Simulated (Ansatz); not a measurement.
RbCl, DFT, LDA, all-electron LAPW, scalar-relativistic (Ansatz 0.2.0), run on 1 thread of Arm Neoverse V1 on a shared host.

The cell is COD entry 8103714, as deposited and not checked against the literature; nothing was relaxed. It differs from other determinations. The listed cell was then made from it by scaling, straining or moving an atom.

Command: `ansatz run input.yaml --threads 1 --pin off --max-ram 2048MiB --backend cpu --events-out ev --progress --plain --runs-dir out`

```yaml
crystal:
  lattice:
    - [0.0, 3.2297513325, 3.2297513325]
    - [3.2297513325, 0.0, 3.2297513325]
    - [3.2297513325, 3.2297513325, 0.0]
  atoms:
    - { symbol: Rb, position: [0.0, 0.0, 0.0] }
    - { symbol: Cl, position: [0.5, 0.5, 0.5] }
kpoints:
  mp_grid: { grid: [7, 7, 7] }
scf:
  occupations: { method: fermi_dirac, width: 0.02 }
hamiltonian:
  xc: lda
  pseudopotentials: { kind: all_electron, lapw: { basis_error: 0.001 } }
output:
  forces: true
  stress: true
  eigenvalues: true
```

Task: How large is the problem that the program sets up?

Result: 20 irreducible k-points, 259 plane waves at Γ, 23 bands.

Task: Estimate the wall time and the peak memory.

Result: 4 s of wall time for 7 SCF iterations, with a peak of 0.23 GiB. Times on shared machines scatter by tens of per cent.
